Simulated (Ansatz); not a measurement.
The geometry is COD entry 9012017, unchecked; take it as a test cell. It was measured hot, at 658 K. The listed cell was then made from it by scaling, straining or moving an atom.

An input for Be: DFT, LDA, all-electron LAPW, scalar-relativistic (Ansatz 0.2.0).

Command: `ansatz run input.yaml --threads 1 --pin off --max-ram 2048MiB --backend cpu --events-out ev --progress --plain --runs-dir out` The run took 10 s on 1 thread of Intel(R) Xeon(R) Platinum 8259CL CPU @ 2.50GHz (Skylake/Cascade Lake) (shared host), peak memory 0.29 GiB.

```yaml
crystal:
  lattice:
    - [2.268423824, 0.0, 0.0]
    - [-1.1342119121, 1.9645126582, 0.0]
    - [0.0, 0.0, 3.5522332234]
  atoms:
    - { symbol: Be, position: [0.3333333333, 0.6666666667, 0.25] }
    - { symbol: Be, position: [0.6666666667, 0.3333333333, 0.75] }
kpoints:
  mp_grid: { grid: [20, 20, 11] }
scf:
  occupations: { method: fermi_dirac, width: 0.05 }
hamiltonian:
  xc: lda
  pseudopotentials: { kind: all_electron, lapw: { basis_error: 0.001 } }
output:
  forces: true
  stress: true
  eigenvalues: true
```

The results part of the log:

```
SCF 1 converged in 5 iterations: F = -794.813432 eV  dr2 = 1.56e-10
SCF converged after 5 iterations
Free energy (F): -794.813432 eV
Harris-Foulkes:  -794.813432 eV  (|F-HF|=1.62e-9)
Internal energy: -794.812543 eV  (E = F + TS)
E sigma→0 (E₀):  -794.812987 eV
Entropy (-TS):   -0.000889 eV (-0.445 meV/atom)
Fermi energy:    8.329346 eV
--- Per-component energies (eV) ---
  E_band       = -346.576702
  E_kinetic    = 785.018236
  E_xc         = -148.737922
  E_electrostatic = -1431.092856  (all electrons and nuclei)
  E_smearing   = -0.000889  (= −TS)
  E_closure    = 0.000000  (closes the sum)
  E_atoms      = -786.371046  (free atoms, spherical and without spin; not in F)
  Σ components = -794.813432   (vs F -794.813432, Δ=0.00e0)
  Basis errors (estimates in eV, not in F): energy 9.7e-4 per atom: plane waves 9.7e-4 (5.5e-4 summed), levels above the bands 2.0e-92, relativity 5.7e-10, radial functions 3.5e-6, core shells 0.0e0; eigenvalues (radial functions only) 8.5e-6; not estimated: angular momenta, meshes, grids; target (lapw.basis_error) 1.0e-3; muffin-tin radii Be 1.103 Å
--- Forces (eV/Å), atoms counted from 1 ---
  atom   1  Be    -0.00000000     0.00000000     0.00000000
  atom   2  Be     0.00000000    -0.00000000    -0.00000000
  max |Σ_I F_I| component: 3.70e-17 eV/Å
--- Stress (GPa, compression-positive) ---
       -5.909156      -0.000000      -0.000000
       -0.000000      -5.909156       0.000000
       -0.000000       0.000000      -5.394660
  P = ⅓ Tr σ = -5.7377 GPa (-57.377 kbar)
--- Band table (eV; the first three rows and the last of 264) ---
  k-point 0: bands = ["-90.0858", "-90.0547", "-2.7736", "4.0374", "9.7366", "24.0249", "24.0249", "26.8834"]
  k-point 1: bands = ["-90.0852", "-90.0554", "-2.7027", "3.6263", "10.3141", "24.0892", "24.0892", "26.8573"]
  k-point 2: bands = ["-90.0834", "-90.0572", "-2.4901", "2.7092", "11.7301", "24.2794", "24.2794", "26.7673"]
  k-point 263: bands = ["-90.0538", "-90.0536", "7.0032", "7.0564", "8.5819", "9.4369", "14.7645", "14.9274"]
```
